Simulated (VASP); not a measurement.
Wanted: the native input for a VASP 6.6.1 run.

```
Task                   : relaxation of cell and atoms
Functional             : PBE
Potentials or basis    : VASP PAW PBE potentials, release 64 (Ti_sv, C)
Cutoff                 : 520 eV
k mesh                 : 8 × 8 × 8
Occupations            : gaussian, width 0.15 eV
Spin                   : no spin polarisation
Further INCAR settings : PREC = Normal; ALGO = Fast; EDIFF = 0.0001; IBRION = 2; EDIFFG = -0.08; NSW = 24; ISIF = 3
```

The structure of TiC3 lies in POSCAR:

```
TiC3
1.0
    1.5924288600      0.9193892300      5.1227341000
   -1.5924288600      0.9193892300      5.1227341000
    0.0000000000     -1.8387784600      5.1227341000
Ti C
1 3
Direct
    0.0000000000      0.0000000000      0.0000000000
    0.5000000000      0.5000000000      0.5000000000
    0.5880000000      0.5880000000      0.5880000000
    0.4120000000      0.4120000000      0.4120000000
```

The cell was built by a generator and needn't be a form met in nature.

One way to write it, as run:

INCAR

```
SYSTEM = TiC3
PREC     = Normal         ! precision mode
ENCUT    = 520            ! plane-wave cutoff, eV
EDIFF    = 1E-4           ! SCF threshold, eV
ISMEAR   = 0              ! smearing method
SIGMA    = 0.15           ! smearing width, eV
LREAL    = .FALSE.        ! projectors in reciprocal space
LASPH    = .TRUE.         ! aspherical terms in the spheres
NELM     = 60             ! most SCF steps
ALGO     = Fast           ! electronic algorithm
ISIF     = 3              ! what is computed and relaxed
LWAVE    = .FALSE.        ! write WAVECAR
LCHARG   = .FALSE.        ! write CHGCAR
GGA      = PE             ! functional
IBRION   = 2              ! ionic algorithm
NSW      = 24             ! ionic steps
EDIFFG   = -0.08          ! ionic threshold
```

KPOINTS

```
Automatic mesh
0
G
  8 8 8
  0 0 0
```

Potentials or basis: VASP PAW PBE potentials, release 64 (Ti_sv, C).

The run is started by

```console
$ cat potpaw_PBE.64/Ti_sv/POTCAR potpaw_PBE.64/C/POTCAR > POTCAR
$ mpirun -np 1 vasp_std > vasp.out
```

Results of the run:

```
Relaxed volume                         : 10.85 Å³/atom
Relaxed cell                           : a = 5.300 Å, b = 5.300 Å, c = 5.300 Å, α = 34.85°, β = 34.85°, γ = 34.85°
Space group after relaxing (to 0.05 Å) : R-3m (No. 166)
Energy gained by relaxing              : 35.6 meV/atom
Ionic steps                            : 7
Pressure after relaxing                : 0.4 GPa
Largest force after relaxing           : 0.009 eV/Å
Band gap on the k mesh                 : none (metal or under the smearing width)
```

Caveat: the relaxation stopped at a loose force limit of 0.08 eV/Å, so its end isn't a converged minimum.

Run time: 5 min on 1 thread of Intel(R) Xeon(R) Platinum 8259CL CPU @ 2.50GHz (Skylake/Cascade Lake), with other jobs on the host, peak memory 0.2 GiB.
